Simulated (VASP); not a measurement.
# GdN (Fm-3m) in VASP: band structure with HSE06

Aim: the band structure of GdN with HSE06.

Program: VASP 6.6.1. These are calculated values, not measurements. Logs are shortened: lines on timing, memory, paths and dates and some standing lists are left out, and cuts for length are marked.

### Step 1. Starting point

Symmetry: Fm-3m, No. 225, cubic system. The conventional cell has a = 4.999 Å, b = 4.999 Å, c = 4.999 Å, α = 90.00°, β = 90.00°, γ = 90.00°. Around Gd (site symmetry m-3m) lie 6 N at 2.50 Å. N (site symmetry m-3m) is surrounded by 6 Gd at 2.50 Å.

### Step 2. Band structure, HSE06, collinear spin, ferromagnetic start

POSCAR reads:

```
GdN
1.0
    0.0000000000      2.4995000000      2.4995000000
    2.4995000000      0.0000000000      2.4995000000
    2.4995000000      2.4995000000      0.0000000000
Gd N
1 1
Direct
    0.0000000000      0.0000000000      0.0000000000
    0.5000000000      0.5000000000      0.5000000000
```

INCAR.step1 reads:

```
PREC = Accurate
ENCUT = 520
EDIFF = 1E-5
ISMEAR = 0
SIGMA = 0.02
LREAL = F
LASPH = T
NELM = 120
ALGO = Normal
ISIF = 2
LWAVE = T
LCHARG = F
ISPIN = 2
MAGMOM = 7 0
LORBIT = 11
LMAXMIX = 6
GGA = PE
```

INCAR.step2 reads:

```
PREC = Accurate
ENCUT = 520
EDIFF = 1E-6
ISMEAR = 0
SIGMA = 0.02
LREAL = F
LASPH = T
NELM = 120
ALGO = Normal
ISIF = 2
LWAVE = F
LCHARG = F
ISPIN = 2
MAGMOM = 7 0
LORBIT = 11
LMAXMIX = 6
GGA = PE
LHFCALC = T
HFSCREEN = 0.2
PRECFOCK = Fast
ISTART = 1
```

KPOINTS reads:

```
Automatic mesh
0
Gamma
  6 6 6
```

KPOINTS_OPT reads:

```
path GXWKGLUWLK,UX
8
line-mode
reciprocal
 0.0000000000  0.0000000000  0.0000000000  G
 0.5000000000  0.0000000000  0.5000000000  X

 0.5000000000  0.0000000000  0.5000000000  X
 0.5000000000  0.2500000000  0.7500000000  W

 0.5000000000  0.2500000000  0.7500000000  W
 0.3750000000  0.3750000000  0.7500000000  K

 0.3750000000  0.3750000000  0.7500000000  K
 0.0000000000  0.0000000000  0.0000000000  G

 0.0000000000  0.0000000000  0.0000000000  G
 0.5000000000  0.5000000000  0.5000000000  L

 0.5000000000  0.5000000000  0.5000000000  L
 0.6250000000  0.2500000000  0.6250000000  U

 0.6250000000  0.2500000000  0.6250000000  U
 0.5000000000  0.2500000000  0.7500000000  W

 0.5000000000  0.2500000000  0.7500000000  W
 0.5000000000  0.5000000000  0.5000000000  L

 0.5000000000  0.5000000000  0.5000000000  L
 0.3750000000  0.3750000000  0.7500000000  K

 0.6250000000  0.2500000000  0.6250000000  U
 0.5000000000  0.0000000000  0.5000000000  X
```

Potentials or basis: VASP PAW PBE potentials, release 64 (Gd, N).

Command:

```console
cat potpaw_PBE.64/Gd/POTCAR potpaw_PBE.64/N/POTCAR > POTCAR
cp INCAR.step1 INCAR
mpirun -np 1 vasp_std > vasp.out
cp INCAR.step2 INCAR
mpirun -np 1 vasp_std > vasp.out
```

OUTCAR:

```text
PREC = Accurate
   ENCUT = 520
   EDIFF = 1E-6
   ISMEAR = 0
   LREAL = F
   LASPH = T
   NELM = 120
   ISIF = 2
   ISPIN = 2
   LORBIT = 11
   GGA = PE
   LHFCALC = T
   HFSCREEN = 0.2
   PRECFOCK = Fast
   ISTART = 1

 ion  position               nearest neighbor table
   1  0.000  0.000  0.000-   2 2.50   2 2.50   2 2.50   2 2.50   2 2.50   2 2.50
   2  0.500  0.500  0.500-   1 2.50   1 2.50   1 2.50   1 2.50   1 2.50   1 2.50

  LATTYP: Found a face centered cubic cell.
 ALAT       =     4.9990000000

  Lattice vectors:

 A1 = (   0.0000000000,   2.4995000000,   2.4995000000)
 A2 = (   2.4995000000,   0.0000000000,   2.4995000000)
 A3 = (   2.4995000000,   2.4995000000,   0.0000000000)

Analysis of symmetry for initial positions (statically):
=====================================================================
 Subroutine PRICEL returns:
 Original cell was already a primitive cell.

 Routine SETGRP: Setting up the symmetry group for a
 face centered cubic supercell.

 Subroutine GETGRP returns: Found 48 space group operations
 (whereof 48 operations were pure point group operations)
 out of a pool of 48 trial point group operations.

The static configuration has the point symmetry O_h .

Analysis of symmetry for dynamics (positions and initial velocities):
=====================================================================
 Subroutine PRICEL returns:
 Original cell was already a primitive cell.

 Routine SETGRP: Setting up the symmetry group for a
 face centered cubic supercell.

 Subroutine GETGRP returns: Found 48 space group operations
 (whereof 48 operations were pure point group operations)
 out of a pool of 48 trial point group operations.

The dynamic configuration has the point symmetry O_h .

Analysis of structural, dynamic, and magnetic symmetry:
=====================================================================
 Subroutine PRICEL returns:
 Original cell was already a primitive cell.

 Routine SETGRP: Setting up the symmetry group for a
 face centered cubic supercell.

 Subroutine GETGRP returns: Found 48 space group operations
 (whereof 48 operations were pure point group operations)
 out of a pool of 48 trial point group operations.

The overall configuration has the point symmetry O_h .

 Subroutine INISYM returns: Found 48 space group operations
 (whereof 48 operations are pure point group operations),
 and found     1 'primitive' translations

----------------------------------------------------------------------------------------

                                     Primitive cell

  volume of cell :      31.2313

  direct lattice vectors                    reciprocal lattice vectors
     0.000000000  2.499500000  2.499500000    -0.200040008  0.200040008  0.200040008
     2.499500000  0.000000000  2.499500000     0.200040008 -0.200040008  0.200040008
     2.499500000  2.499500000  0.000000000     0.200040008  0.200040008 -0.200040008

  length of vectors
     3.534826799  3.534826799  3.534826799     0.346479457  0.346479457  0.346479457

  position of ions in fractional coordinates (direct lattice)
     0.000000000  0.000000000  0.000000000
     0.500000000  0.500000000  0.500000000

  ion indices of the primitive-cell ions
   primitive index   ion index
                 1           1
                 2           2

----------------------------------------------------------------------------------------

 KPOINTS: Automatic mesh

Automatic generation of k-mesh.
 Grid dimensions read from file:
 generate k-points for:    6    6    6

 Generating k-lattice:

  Cartesian coordinates                     Fractional coordinates (reciprocal lattice)
    -0.033340001  0.033340001  0.033340001     0.166666667  0.000000000  0.000000000
     0.033340001 -0.033340001  0.033340001     0.000000000  0.166666667  0.000000000
     0.033340001  0.033340001 -0.033340001     0.000000000  0.000000000  0.166666667

  Length of vectors
     0.057746576  0.057746576  0.057746576

  Shift w.r.t. Gamma in fractional coordinates (k-lattice)
     0.000000000  0.000000000  0.000000000

 Subroutine IBZKPT returns following result:
 ===========================================

 Found     16 irreducible k-points:

 Following reciprocal coordinates:
            Coordinates               Weight
  0.000000  0.000000  0.000000      1.000000
  0.166667  0.000000  0.000000      8.000000
  0.333333  0.000000  0.000000      8.000000
  0.500000  0.000000  0.000000      4.000000
  0.166667  0.166667  0.000000      6.000000
  0.333333  0.166667  0.000000     24.000000
[... 8 lines left out ...]
 -0.333333  0.333333  0.166667     24.000000
 -0.333333  0.500000  0.166667     12.000000
   k-points           NKPTS =     16   k-points in BZ     NKDIM =    216   number of bands    NBANDS=     19
   number of dos      NEDOS =    301   number of ions     NIONS =      2
   total plane-waves  NPLWV =  21952
   dimension x,y,z NGX =    28 NGY =   28 NGZ =   28
   dimension x,y,z NGXF=    56 NGYF=   56 NGZF=   56
   ions per type =               1   1
   NGX,Y,Z   is equivalent  to a cutoff of  13.17, 13.17, 13.17 a.u.
   NGXF,Y,Z  is equivalent  to a cutoff of  26.34, 26.34, 26.34 a.u.
 SYSTEM =  unknown system
   PREC   = accura    normal or accurate (medium, high low for compatibility)
   ISTART =      1    job   : 0-new  1-cont  2-samecut
   ICHARG =      0    charge: 1-file 2-atom 10-const
   ISPIN  =      2    spin polarized calculation?
   LNONCOLLINEAR =      F non collinear calculations
   LSORBIT =      F    spin-orbit coupling
   LASPH  =      T    aspherical Exc in radial PAW
   ENCUT  =  520.0 eV  38.22 Ry    6.18 a.u.   6.57  6.57  6.57*2*pi/ulx,y,z
   NELM   =    120;   NELMIN=  2; NELMDL=  0     # of ELM steps
   EDIFF  = 0.1E-05   stopping-criterion for ELM
   LREAL  =      F    real-space projection
   EDIFFG = 0.1E-04   stopping-criterion for IOM
   NSW    =      0    number of steps for IOM
   IBRION =     -1    ionic relax: 0-MD 1-quasi-New 2-CG
   NFREE  =      0    steps in history (QN), initial steepest desc. (CG)
   ISIF   =      2    stress and relaxation
   ISYM   =      3    0-nonsym 1-usesym 2-fastsym
   POTIM  = 0.5000    time-step for ionic-motion
   TEBEG  =    0.0;   TEEND  =   0.0 temperature during run
   PSTRESS=    0.0 pullay stress
   NELECT =      23.0000    total number of electrons
   NUPDOWN=      -1.0000    fix difference up-down
   EMIN   =  10.00;   EMAX   =-10.00  energy-range for DOS
   EFERMI =   0.00;   METHOD = LEGACY
   ISMEAR =     0;   SIGMA  =   0.02  broadening in eV -4-tet -1-fermi 0-gaus
   EFERMI_NEDOS =   21; number of points for ismear=-14 and -15
   IALGO  =     38    algorithm
   IMIX   =      1    mixing-type and parameters
     AMIX     =   0.40;   BMIX     =  1.00
     AMIX_MAG =   1.60;   BMIX_MAG =  1.00
  volume/ion in A,a.u.               =      15.62       105.38
  Fermi-wavevector in a.u.,A,eV,Ry     =   1.478385  2.793743 29.737208  2.185623
  Thomas-Fermi vector in A             =   2.592673
   LORBIT       =     11    0 simple, 1 ext, 2 COOP (PROOUT), +10 PAW based schemes
   GGA     = PE    functional components
   LHFCALC =     T    Hartree Fock is set to
   PRECFOCK=fast      Normal, Fast or Accurate (Low or Medium for compatibility)
   ENCUT4O =  -1.0   cutoff for four orbital integrals eV
   NKREDX  =     1    reduce k-point grid by
   NKREDY  =     1    reduce k-point grid by
   NKREDZ  =     1    reduce k-point grid by
   AEXX    =    0.2500 exact exchange contribution
   HFSCREEN=    0.2000 screening length (either q_TF or 0.3 A-1)
   HFSCREENC=   0.2000 screening length for correlation (either q_TF or 0.3 A-1)
   ENCUTFOCK=  -1.0 apply spherical cutoff to Coloumb kernel
   IVDW    =     0    specifies the selected vdW correction
   LEPSILON=     F    determine dielectric tensor
   LRPA    =     F    only Hartree local field effects (RPA)
 spin polarized calculation
 Gauss-broadening in eV      SIGMA  =   0.02
  energy-cutoff  :      520.00
  volume of cell :       31.23
 maximum number of plane-waves:       869
 NGX is ok and might be reduce to    28
  NGX = 16; NGY = 16; NGZ = 16

 number of electron      23.0000006 magnetization       7.0000010

 Free energy of the ion-electron system (eV)
  ---------------------------------------------------
  ext. energy  EPLUGINS =         0.00000000
  ---------------------------------------------------
  free energy    TOTEN  =       -37.28117149 eV

  energy without entropy =      -37.28117108  energy(sigma->0) =      -37.28117129

 E-fermi :   3.5561     XC(G=0):  -9.4604

 val. band max:        3.5073121049   @ k =   0.0000   0.0000   0.0000
 cond. band min:       3.6049564870   @ k =   0.5000   0.5000   0.0000
 fundamental gap:      0.0976443821
 Fermi energy:         3.5561313941

 spin component 1

 k-point     1 :       0.0000    0.0000    0.0000
  band No.  band energies     occupation
      1     -43.1737      1.00000
      2     -18.8967      1.00000
      3     -18.8967      1.00000
      4     -18.8967      1.00000
      5     -11.1487      1.00000
      6      -2.7623      1.00000
[... 328 lines left out ...]
      5     -10.3215      1.00000
      6      -2.6787      1.00000
[... 11 lines left out ...]
     18      11.2170      0.00000
     19      12.2101      0.00000
 Fermi energy:         3.5561313941

 spin component 2

 k-point     1 :       0.0000    0.0000    0.0000
  band No.  band energies     occupation
      1     -39.8321      1.00000
      2     -16.3965      1.00000
      3     -16.3965      1.00000
      4     -16.3965      1.00000
      5     -11.2293      1.00000
      6       2.5928      1.00000
[... 329 lines left out ...]
      6       1.0580      1.00000
[... 11 lines left out ...]
     18      12.2753      0.00000
     19      13.6250      0.00000

------------------------ aborting loop because EDIFF is reached ----------------------------------------

  FORCE on cell =-STRESS in cart. coord.  units (eV):
  Direction    XX          YY          ZZ          XY          YZ          ZX
  --------------------------------------------------------------------------------------
  -------------------------------------------------------------------------------------
  Total       -0.3770514     -0.3770514     -0.3770514      0.0000000      0.0000000      0.0000000
  in kB      -19.3429066    -19.3429066    -19.3429066      0.0000000      0.0000000      0.0000000
  external PRESSURE =     -19.3429066 kB  Pullay stress =       0.0000000 kB

 VOLUME and BASIS-vectors are now :
 -----------------------------------------------------------------------------
  energy-cutoff  :      520.00
  volume of cell :       31.23
      direct lattice vectors                 reciprocal lattice vectors
     0.000000000  2.499500000  2.499500000    -0.200040008  0.200040008  0.200040008
     2.499500000  0.000000000  2.499500000     0.200040008 -0.200040008  0.200040008
     2.499500000  2.499500000  0.000000000     0.200040008  0.200040008 -0.200040008

 POSITION                                       TOTAL-FORCE (eV/Angst)
 -----------------------------------------------------------------------------------
      0.00000      0.00000      0.00000        -0.000000      0.000000     -0.000000
      2.49950      2.49950      2.49950         0.000000     -0.000000      0.000000
 -----------------------------------------------------------------------------------
    total drift:                                0.000004      0.000003      0.000003

  FREE ENERGIE OF THE ION-ELECTRON SYSTEM (eV)
  ---------------------------------------------------
  free  energy   TOTEN  =       -37.2811714892 eV

  energy  without entropy=      -37.2811710847  energy(sigma->0) =      -37.28117129

 total charge

# of ion       s       p       d       f       tot
--------------------------------------------------
    1        2.035   5.691   0.485   6.980  15.191
    2        1.244   2.407   0.000   0.000   3.651
--------------------------------------------------
tot          3.278   8.098   0.485   6.980  18.841

 magnetization (x)

# of ion       s       p       d       f       tot
--------------------------------------------------
    1       -0.006  -0.071   0.064   6.889   6.876
    2       -0.009  -0.090   0.000   0.000  -0.099
--------------------------------------------------
tot         -0.015  -0.161   0.064   6.889   6.777
```

It took 2.6 h on 1 thread of Intel Xeon 6975P-C (Granite Rapids), shared host; peak memory 0.37 GiB.

What came out:

* Free energy: -37.2812 eV
* Pressure: -1.9 GPa
* Band gap on the k mesh: 0.10 eV, indirect (least direct gap 0.59 eV)
* Band gap along the path: 0.10 eV, indirect (least direct gap 0.59 eV)
* Net moment: 7.00 μB per cell
* Site moments: Gd +6.88; N -0.10 μB
* Valence electrons inside the program's atomic spheres: Gd 15.19; N 3.65

Levels at the corners of the path, in eV from the valence-band top:
Spin up:
```csv
point,band 11,band 12,band 13,band 14,band 15,band 16,band 17,band 18,band 19
Γ,-6.00,-6.00,0.00,0.00,0.00,3.30,3.30,3.30,4.09
X,-6.07,-6.05,-1.88,-0.49,-0.49,0.10,7.40,7.57,8.69
X,-6.07,-6.05,-1.88,-0.49,-0.49,0.10,7.40,7.57,8.69
W,-6.05,-6.01,-2.65,-1.96,-1.96,4.41,4.41,7.79,8.71
W,-6.05,-6.01,-2.65,-1.96,-1.96,4.41,4.41,7.79,8.71
K,-6.05,-6.04,-2.69,-2.01,-1.70,2.70,6.88,7.70,8.27
K,-6.05,-6.04,-2.69,-2.01,-1.70,2.70,6.88,7.70,8.27
Γ,-6.00,-6.00,0.00,0.00,0.00,3.30,3.30,3.30,4.09
Γ,-6.00,-6.00,0.00,0.00,0.00,3.30,3.30,3.30,4.09
L,-6.00,-5.98,-4.95,-2.97,-2.97,6.24,6.95,6.95,7.39
L,-6.00,-5.98,-4.95,-2.97,-2.97,6.24,6.95,6.95,7.39
U,-6.05,-6.04,-2.69,-2.01,-1.70,2.70,6.88,7.70,8.26
U,-6.05,-6.04,-2.69,-2.01,-1.70,2.70,6.88,7.70,8.27
W,-6.05,-6.01,-2.65,-1.96,-1.96,4.41,4.41,7.79,8.74
W,-6.05,-6.01,-2.65,-1.96,-1.96,4.41,4.41,7.79,8.72
L,-6.00,-5.98,-4.95,-2.97,-2.97,6.24,6.95,6.95,7.39
L,-6.00,-5.98,-4.95,-2.97,-2.97,6.24,6.95,6.95,7.39
K,-6.05,-6.04,-2.69,-2.01,-1.70,2.70,6.88,7.70,8.27
U,-6.05,-6.04,-2.69,-2.01,-1.70,2.70,6.88,7.70,8.27
X,-6.07,-6.05,-1.88,-0.49,-0.49,0.10,7.40,7.60,8.69
```
Spin down:
```
point  band 6  band 7  band 8  band 9  band 10  band 11
    Γ   -0.91   -0.91   -0.91    4.20     4.20     4.20
    X   -1.59   -0.99   -0.99    0.86     5.82     5.83
    X   -1.59   -0.99   -0.99    0.86     5.82     5.83
    W   -2.88   -1.74   -1.74    4.27     4.27     5.90
    W   -2.88   -1.74   -1.74    4.27     4.27     5.90
    K   -2.65   -1.90   -1.74    2.93     5.54     5.73
    K   -2.65   -1.90   -1.74    2.93     5.54     5.73
    Γ   -0.91   -0.91   -0.91    4.20     4.20     4.20
    Γ   -0.91   -0.91   -0.91    4.20     4.20     4.20
    L   -4.72   -2.92   -2.92    5.20     5.69     5.69
    L   -4.72   -2.92   -2.92    5.20     5.69     5.69
    U   -2.65   -1.90   -1.74    2.93     5.54     5.73
    U   -2.65   -1.90   -1.74    2.93     5.54     5.73
    W   -2.88   -1.74   -1.74    4.27     4.27     5.90
    W   -2.88   -1.74   -1.74    4.27     4.27     5.90
    L   -4.72   -2.92   -2.92    5.20     5.69     5.69
    L   -4.72   -2.92   -2.92    5.20     5.69     5.69
    K   -2.65   -1.90   -1.74    2.93     5.54     5.73
    U   -2.65   -1.90   -1.74    2.93     5.54     5.73
    X   -1.59   -0.99   -0.99    0.86     5.82     5.83
```

Caveat: the PAW data sets were made with another functional, which shifts forces and pressure a little; spin-orbit coupling is left out, which moves the levels of the heavy elements; a cell with one magnetic atom can't hold antiferromagnetic order, which such compounds often take. The state reached can hang on the start; a lower one may exist.
